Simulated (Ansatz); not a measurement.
## What DFT gives for BaTiO3

```
Ba Ti O
1.0
     4.00618    0.00000    0.00000
     0.01098    4.00616    0.00000
     0.02195    0.02189    8.01230
Ba Ti O
2 2 6
Direct
  0.00000 0.00000 0.00000
  0.00000 0.00000 0.50000
  0.48470 0.48470 0.24235
  0.48470 0.48470 0.74235
  0.50880 0.50880 0.00915
  0.50880 0.50880 0.50915
  0.01830 0.50880 0.25440
  0.01830 0.50880 0.75440
  0.50880 0.01830 0.25440
  0.50880 0.01830 0.75440
```

Level: r2SCAN, with U_eff = 4.84 eV on Ti d, U_eff = 5.24 eV on O p (all-electron-ortho-atomic projectors), no spin polarisation; 500 eV; 6×6×3 Γ-centred mesh; fermi-dirac occupations (width 0.1 eV); Ansatz 0.2.0, fixed geometry.

What does the stress say?

The pressure is 3.4 GPa (compression positive), so with the atoms held at these fractions the cell would first expand; the forces are large, so a full relaxation may end otherwise.

Describe some of the short contacts.

Ti–O at 1.87 Å: least valence density 0.89 e/Å³ and ELF 0.26 there. Ba–O at 2.79 Å: least valence density 0.18 e/Å³ and ELF 0.08 there, a closed-shell (ionic or weak) contact. Both are smooth PAW fields, read partly inside the augmentation spheres.

How is the charge shared?

Bader charges in e: Ba +1.63, Ti +2.64, O -1.42. In the mean Ti gives up most and O takes most.

Metal or insulator? Give the gap.

The gap is 4.18 eV, indirect (the least direct gap found is 4.32 eV).

Origin: a database entry at a rescaled volume.
